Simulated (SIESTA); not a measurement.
A run of SIESTA 5.4.2 is set up as follows.

HfB2.fdf

```
SystemName                      HfB2
SystemLabel                     HfB2
NumberOfSpecies                 2
NumberOfAtoms                   3
%block ChemicalSpeciesLabel
  1  72 Hf
  2   5 B
%endblock ChemicalSpeciesLabel

LatticeConstant                 1.0 Ang
%block LatticeVectors
     3.1400000000     0.0000000000     0.0000000000
    -1.5700000000     2.7193197679     0.0000000000
     0.0000000000     0.0000000000     3.3408000000
%endblock LatticeVectors
AtomicCoordinatesFormat         Fractional
%block AtomicCoordinatesAndAtomicSpecies
     0.0000000000     0.0000000000     0.0000000000  1  Hf
     0.6666666667     0.3333333333     0.5000000000  2  B
     0.3333333333     0.6666666667     0.5000000000  2  B
%endblock AtomicCoordinatesAndAtomicSpecies

%block kgrid.MonkhorstPack
   10   0   0  0.0
    0  10   0  0.0
    0   0   8  0.0
%endblock kgrid.MonkhorstPack
XC.Functional                   GGA
XC.Authors                      PBEsol
PAO.BasisSize                   DZP
PAO.EnergyShift                 0.003 Ry
Mesh.Cutoff                     800 Ry
OccupationFunction              FD
ElectronicTemperature           0.05 eV
MaxSCFIterations                120
SCF.MustConverge                false
SCF.Mixer.Method                Pulay
SCF.Mixer.Weight                0.25
SCF.Mixer.History               8
SCF.DM.Tolerance                5.0e-05
SCF.H.Tolerance                 1.0e-03 eV
WriteForces                     true
Charge.Mulliken                 end
BandLinesScale                  ReciprocalLatticeVectors
%block BandLines
    1    0.000000   0.000000   0.000000  \Gamma
   10    0.500000   0.000000   0.000000  M
    6    0.333333   0.333333   0.000000  K
   12    0.000000   0.000000   0.000000  \Gamma
    8    0.000000   0.000000   0.500000  A
   10    0.500000   0.000000   0.500000  L
    6    0.333333   0.333333   0.500000  H
   12    0.000000   0.000000   0.500000  A
    1    0.500000   0.000000   0.500000  L
    8    0.500000   0.000000   0.000000  M
    1    0.333333   0.333333   0.000000  K
    8    0.333333   0.333333   0.500000  H
%endblock BandLines
%block PAO.Basis
  Hf 5
  n=5 0 2
    3.241 0.000
  n=6 0 2
    8.114 0.000
  n=5 1 2
    3.929 0.000
  n=6 1 1
    8.114
  n=5 2 2
    7.842 0.000
%endblock PAO.Basis
```

Potentials or basis: PseudoDojo 0.4 standard (PBEsol files), DZP (energy shift 0.003 Ry; two zetas on semicore shells).

Launch:

```sh
$ siesta HfB2.fdf > HfB2.out 2>&1
```

Task: Predict the pressure.

Result: 7.8 GPa.

Task: Estimate the band gap on the k mesh.

Result: None (metal or under the smearing width).

Stress tensor (GPa, compression positive):
```
 3.88  0.00  0.00
 0.00  3.88  0.00
 0.00  0.00 15.71
```

Caveat: short orbitals over semicore shells can move pressures by several GPa; spin-orbit coupling is left out, which moves the levels of the heavy elements; the basis of atomic orbitals isn't converged, which shifts pressures, moduli and gaps.
